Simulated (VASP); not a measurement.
MoS2, 3 atoms in the cell. The typed cell holds 3 atoms: a = 6.415 Å, b = 6.415 Å, c = 6.415 Å, α = 28.52°, β = 28.52°, γ = 28.52°.  The cell isn't the ideal one: atoms moved at random, drawn with an rms of 0.05 Å.

| Property | Result |
| --- | --- |
| Program | VASP 6.6.1 |
| Task | single point |
| Functional | PBEsol |
| Potentials or basis | VASP PAW PBE potentials, release 64 (Mo_sv, S) |
| Cutoff | 520 eV |
| k mesh | 10 × 10 × 10 |
| Occupations | fermi-dirac, width 0.05 eV |
| Spin | no spin polarisation |
| Ladder | free |
| Further INCAR settings | ALGO = Normal; EDIFF = 1e-07; NBANDS = 20 |

Potentials or basis: VASP PAW PBE potentials, release 64 (Mo_sv, S).

Run with:

```bash
$ cat potpaw_PBE.64/Mo_sv/POTCAR potpaw_PBE.64/S/POTCAR > POTCAR
$ mpirun -np 1 vasp_std > vasp.out
```

Hardware: 1 thread of AMD EPYC 9R45 (Zen 5), with other jobs on the host.

Task: How long does it take, and how much memory?

Result: Wall time 17 min on 1 thread of AMD EPYC 9R45 (Zen 5), with other jobs on the host, peak memory 0.65 GiB. Counts: scf iterations 15, k points 504.
